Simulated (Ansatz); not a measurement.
Write the native input for Ansatz 0.2.0 that does the following.

| Quantity | Value |
| --- | --- |
| Task | band structure |
| Functional | PBEsol |
| Potentials or basis | JTH PAW |
| Cutoff | 3600 eV (not typed: the program's choice for these potentials) |
| k mesh | 13 × 13 × 13 |
| Occupations | fermi-dirac, width 0.05 eV |
| Spin | no spin polarisation |
| Path | [["G", "X", "Y", "S", "G", "Z", "S1", "N", "P", "Y1", "Z"], ["X", "P"]] |
| Points for each segment of the path | 14 |

Crystal: Ga.

```
CELL_PARAMETERS angstrom
-1.38440 1.38440 2.31122
1.38440 -1.38440 2.31122
1.38440 1.38440 -2.31122
ATOMIC_POSITIONS crystal
Ga 0.00000 0.00000 0.00000
```

This isn't the form of Ga at room conditions, which is orthorhombic.

These files were run (other wordings do the same):

input.yaml

```yaml
crystal:
  lattice:
    - [-1.3843987196, 1.3843987196, 2.3112238365]
    - [1.3843987196, -1.3843987196, 2.3112238365]
    - [1.3843987196, 1.3843987196, -2.3112238365]
  atoms:
    - { symbol: Ga, position: [0.0, 0.0, 0.0] }
hamiltonian:
  xc: pbesol
  pseudopotentials: { kind: paw, source: jth, xc_functional: pbe }
kpoints:
  mp_grid: { grid: [13, 13, 13] }
  band_path:
    path:
      - [[0.0, 0.0, 0.0], [0.0, 0.0, 0.5], [-0.1793941871, 0.1793941871, 0.5], [-0.3396970935, 0.3396970935, 0.3396970935], [0.0, 0.0, 0.0], [0.5, 0.5, -0.5], [0.3396970935, 0.6603029065, -0.3396970935], [0.0, 0.5, 0.0], [0.25, 0.25, 0.25], [0.5, 0.5, -0.1793941871], [0.5, 0.5, -0.5]]
      - [[0.0, 0.0, 0.5], [0.25, 0.25, 0.25]]
    npoints: 14
scf:
  occupations: { method: fermi_dirac, width: 0.05 }
  n_extra_bands: 6
output:
  forces: true
  stress: true
  eigenvalues: true
  fatbands: false
```

Potentials or basis: JTH PAW.

Command:

```console
$ ansatz run input.yaml --threads 2 --pin off --max-ram 5632MiB --backend cpu --events-out ev --progress --plain --runs-dir out
```

It gave:

- Pressure: -0.2 GPa
- Band gap on the k mesh: none (metal or under the smearing width)

Wall time 37 s on 2 threads of Arm Neoverse V1, with other jobs on the host, peak memory 1.3 GiB.
